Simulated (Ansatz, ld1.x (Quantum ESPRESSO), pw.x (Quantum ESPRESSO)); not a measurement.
# pw.x on diamond B: one setting changed

Potential: PAW, ld1.x (Quantum ESPRESSO) 7.5, PBE; core [He], reference 2s1 2p0; waves: 2s (bound): rcut 1.15, rcutus 1.30 bohr; 2s channel at -1.85 Ry: rcut 1.15, rcutus 1.30 bohr; 2p (bound, empty): rcut 1.75, rcutus 2.25 bohr; 2p channel at -1.2 Ry: rcut 1.75, rcutus 2.25 bohr; 3d channel at 0.25 Ry: rcut 1.40, rcutus 1.90 bohr; local part: all-electron potential smoothed inside 1.00 bohr (lloc = -1); core correction: Bessel-smoothed model core, default radius (core density twice the valence density); augmentation: BESSEL, radius 1.15 bohr.

The reference run (k-mesh 11³, cutoffs 40/320 Ry, Fermi–Dirac 0.01 Ry, mixing_beta 0.4, conv_thr 1e-9, no spin) gives 2.41 GPa at 8.315 Å³/atom, where all-electron LAPW gives 0.11 GPa. This run, with its own iteration cap, changes ecutrho/ecutwfc to 6.

```
&control
  calculation='scf', prefix='x', pseudo_dir='./', outdir='./tmp', tstress=.true., disk_io='none'
/
&system
  ibrav=0, nat=2, ntyp=1, ecutwfc=40, ecutrho=240, nbnd=10,
  occupations='smearing', smearing='fd', degauss=0.01
/
&electrons
  conv_thr=1e-09, mixing_beta=0.4, electron_maxstep=60
/
ATOMIC_SPECIES
B 1.0 B.UPF
CELL_PARAMETERS angstrom
  0.00000000 2.02591281 2.02591281
  2.02591281 0.00000000 2.02591281
  2.02591281 2.02591281 0.00000000
ATOMIC_POSITIONS crystal
B 0.0000 0.0000 0.0000
B 0.2500 0.2500 0.2500
K_POINTS automatic
11 11 11 0 0 0
```

```bash
pw.x < B.scf.in > B.scf.out
```

Task: How does the run end?

Result: It converges in 7 iterations; the free energy moves by +0.8 meV/atom and the pressure by -0.01 GPa. The result is that of the reference run.

```
Message from routine setup:
     using ibrav=0 with symmetry is DISCOURAGED, use correct ibrav instead
     lattice parameter (alat)  =       5.4142  a.u.
     unit-cell volume          =     112.2248 (a.u.)^3
     number of electrons       =         6.00
     number of Kohn-Sham states=           10
     kinetic-energy cutoff     =      40.0000  Ry
     charge density cutoff     =     240.0000  Ry
     scf convergence threshold =      1.0E-09
     Exchange-correlation= SLA  PW   PBX  PBC
     number of k points=    56  Fermi-Dirac smearing, width (Ry)=  0.0100
     iteration #  1     ecut=    40.00 Ry     beta= 0.40
     total energy              =     -22.73133952 Ry
     estimated scf accuracy    <       0.08916529 Ry
     iteration #  2     ecut=    40.00 Ry     beta= 0.40
     total energy              =     -22.79940765 Ry
     estimated scf accuracy    <       0.02892334 Ry
     iteration #  3     ecut=    40.00 Ry     beta= 0.40
     total energy              =     -22.80344306 Ry
     estimated scf accuracy    <       0.00077897 Ry
     iteration #  4     ecut=    40.00 Ry     beta= 0.40
     total energy              =     -22.80353368 Ry
     estimated scf accuracy    <       0.00004227 Ry
     iteration #  5     ecut=    40.00 Ry     beta= 0.40
     total energy              =     -22.80353832 Ry
     estimated scf accuracy    <       0.00000100 Ry
     iteration #  6     ecut=    40.00 Ry     beta= 0.40
     total energy              =     -22.80353890 Ry
     estimated scf accuracy    <       0.00000013 Ry
     iteration #  7     ecut=    40.00 Ry     beta= 0.40
     the Fermi energy is     6.3398 ev
!    total energy              =     -22.80353904 Ry
     estimated scf accuracy    <          2.1E-10 Ry
     smearing contrib. (-TS)   =      -0.00440749 Ry
     convergence has been achieved in   7 iterations
          total   stress  (Ry/bohr**3)                   (kbar)     P=       24.04
     Message from routine punch:
     Nothing written, as per user request (disk_io='none')
```

The run took about 5.1 s on one core of a shared host (Neoverse-V2, 96 threads, 742 GiB, load 35).
